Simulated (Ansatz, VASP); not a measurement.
## One calculation of Be, two programs

```xyz
3
Lattice="0.0000 2.3753 2.3753 2.3753 0.0000 2.3753 2.3753 2.3753 0.0000" Properties=species:S:1:pos:R:3 pbc="T T T"
Be    1.1876    1.1876    1.1876
Be    3.5629    3.5629    3.5629
Be    2.3753    2.3753    2.3753
```

Alike in both runs: task single point; functional PBE; k mesh 6 × 6 × 6; occupations gaussian, width 0.1 eV; no spin polarisation.

|  | VASP | Ansatz |
| --- | --- | --- |
| version | VASP 6.6.1 | Ansatz 0.2.0 |
| potentials or method | VASP PAW PBE potentials, release 64 (Be) | scalar-relativistic, plane waves, PAW |
| plane-wave cutoff (eV) | 520 | 420 |
| valence electrons in the cell | 6 | 6 |

```csv
,VASP,Ansatz,Ansatz less VASP
gap on the k mesh at the Fermi level (eV),none,none,-
pressure (GPa),10.9,10.8,-0.14
```

A gap of «none» marks a metal or a gap that the smearing closes. The functional is the same, so the differences come from potentials, cutoffs and numerics.

Caveats: the k mesh is coarse (spacing up to 0.38 Å⁻¹), so the values aren't converged.
